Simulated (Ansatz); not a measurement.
Rigid (010) slab of ZrSi2, space group Cmcm (No. 63):

```yaml
crystal:
  lattice:
    - [3.65677, 0.00000, 0.00000]
    - [0.00000, 3.67426, 0.00000]
    - [0.00000, 0.00000, 29.45310]
  atoms:
    - { symbol: Si, position: [0.25000, 0.50000, 0.28859] }
    - { symbol: Si, position: [0.75000, 0.00000, 0.28882] }
    - { symbol: Zr, position: [0.75000, 0.50000, 0.36056] }
    - { symbol: Si, position: [0.25000, 0.00000, 0.38566] }
    - { symbol: Si, position: [0.75000, 0.00000, 0.43903] }
    - { symbol: Zr, position: [0.25000, 0.50000, 0.46413] }
    - { symbol: Si, position: [0.25000, 0.00000, 0.53655] }
    - { symbol: Si, position: [0.75000, 0.50000, 0.53647] }
    - { symbol: Zr, position: [0.75000, 0.00000, 0.60776] }
    - { symbol: Si, position: [0.25000, 0.50000, 0.63579] }
    - { symbol: Si, position: [0.75000, 0.50000, 0.69210] }
    - { symbol: Zr, position: [0.25000, 0.00000, 0.70694] }
```

Theory: DFT PBEsol, scalar-relativistic, plane waves, PAW (Ansatz). Settings: cutoff 420 eV, Γ-centred mesh 8×8×1 on the computed 13-atom cell, Gaussian smearing of 0.10 eV; no spin polarisation. A dipole correction removes the field between periodic images along c.

An adatom of H is held over the places (i/4, j/4) of the 1×1 surface cell, counted from the highest atom (Zr), and only its height relaxes; one adatom per 13.4 Å².

Q: What is the energy landscape, counted from the lowest point of this grid?

A: Energies in eV:

```
i j=0   j=1   j=2   j=3
0  0.88  0.52  0.00  0.52
1  0.55  0.48  0.33  0.48
2  0.11  0.30  1.07  0.30
3  0.55  0.48  0.33  0.48
```

Heights over the highest slab atom in Å:

| i | j=0 | j=1 | j=2 | j=3 |
| --- | --- | --- | --- | --- |
| 0 | 1.86 | 1.64 | 1.10 | 1.64 |
| 1 | 1.64 | 1.40 | 1.05 | 1.40 |
| 2 | 1.06 | 1.00 | 1.22 | 1.00 |
| 3 | 1.64 | 1.40 | 1.05 | 1.40 |